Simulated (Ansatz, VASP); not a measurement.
# BN in VASP and in Ansatz

```xyz
2
Lattice="1.2521 0.7229 3.4815 -1.2521 0.7229 3.4815 0.0000 -1.4458 3.4815" Properties=species:S:1:pos:R:3 pbc="T T T"
B     0.0000    0.0000   10.4407
N     0.0000    0.0000    3.4761
```

Alike in both runs: functional PBEsol; k mesh 12 × 12 × 12; occupations gaussian, width 0.02 eV; no spin polarisation.

Ansatz relaxed the structure, and its values are those at the end. VASP's run is a single point on that final structure, the one shown.

|  | VASP | Ansatz |
| --- | --- | --- |
| version | VASP 6.6.1 | Ansatz 0.2.0 |
| potentials or method | VASP PAW PBE potentials, release 64 (B, N) | scalar-relativistic, plane waves, PAW |
| plane-wave cutoff (eV) | 520 | 420 |
| valence electrons in the cell | 8 | 8 |

VASP gave:

```
gap on the k mesh at the Fermi level (eV) : 4.23
least direct gap on the mesh (eV)         : 4.63
pressure (GPa)                            : 0.3
```

Question: What did Ansatz give for the same quantities?

Answer: gap on the k mesh at the Fermi level (eV): 4.24; least direct gap on the mesh (eV): 4.63; pressure (GPa): 0.0.

With one functional, cell and mesh, what is left measures potentials, basis and numerics.

Caveats: the PAW data sets were made with another functional, which shifts forces and pressure a little (VASP). A k mesh can miss the band edges.
